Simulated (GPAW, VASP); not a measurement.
This is a calculation of InAs for VASP 6.6.1. 

The input INCAR:

```
SYSTEM = InAs
PREC = Accurate
ENCUT = 520
EDIFF = 1E-7
ISMEAR = 0
SIGMA = 0.022
LREAL = .False.
LASPH = .True.
NELM = 100
ALGO = Normal
ISIF = 2
LWAVE = .False.
LCHARG = .False.
GGA = PE
```

KPOINTS

```
regular mesh
0
Gamma
  8 8 8
  0 0 0
```

Contents of POSCAR:

```
InAs
1.0
    0.0000000000      3.0180000000      3.0180000000
    3.0180000000      0.0000000000      3.0180000000
    3.0180000000      3.0180000000      0.0000000000
In As
1 1
Direct
    0.0000000000      0.0000000000      0.0000000000
    0.7500000000      0.7500000000      0.7500000000
```

Potentials or basis: VASP PAW PBE potentials, release 64 (In_d, As).

Run with:

```sh
$ cat potpaw_PBE.64/In_d/POTCAR potpaw_PBE.64/As/POTCAR > POTCAR
$ mpirun -np 1 vasp_std > vasp.out
```

Task: Set up the same calculation for GPAW 26.7.0 (ASE script). Potentials or basis there: GPAW PAW data sets (gpaw-data 1.2.1), cutoff 600 eV.

Result: As run (cutoffs and basis follow the program's own potentials, and thresholds, step limits or extra output files can differ):

run.py

```python
from ase.dft.bandgap import bandgap
from ase.io import read, write
from ase.units import GPa
from gpaw import GPAW, PW

atoms = read('InAs.xyz')

calc = GPAW(mode=PW(600),
            xc='PBE',
            kpts={'size': (8, 8, 8), 'gamma': True},
            occupations={'name': 'methfessel-paxton', 'order': 0, 'width': 0.022},
            nbands=18,
            convergence={'density': 1e-05, 'energy': 1e-05},
            maxiter=150,
            txt='gpaw.txt')
atoms.calc = calc
energy = atoms.get_potential_energy()
forces = atoms.get_forces()
stress = atoms.get_stress()
calc.write('gs.gpw')
write('result.traj', atoms)
print(f'Energy: {energy:.6f} eV')
print('Forces (eV/A):')
print(forces.round(4))
print('Stress (GPa):', (stress / GPa).round(3))
print('Fermi level:', round(calc.get_fermi_level(), 4), 'eV')
print(f'Gap: {bandgap(calc)[0]:.4f} eV, direct: {bandgap(calc, direct=True)[0]:.4f} eV')
```

Contents of InAs.xyz:

```xyz
2
Lattice="0.0000000000 3.0180000000 3.0180000000 3.0180000000 0.0000000000 3.0180000000 3.0180000000 3.0180000000 0.0000000000" Properties=species:S:1:pos:R:3 pbc="T T T"
In     0.0000000000      0.0000000000      0.0000000000
As     4.5270000000      4.5270000000      4.5270000000
```

Potentials or basis: GPAW PAW data sets (gpaw-data 1.2.1), pw.

Launch:

```bash
$ OMP_NUM_THREADS=1 python run.py
```

Both were run:

|  | VASP | GPAW |
| --- | --- | --- |
| Pressure | 4.4 GPa | 4.0 GPa |

Pressure is positive in compression.
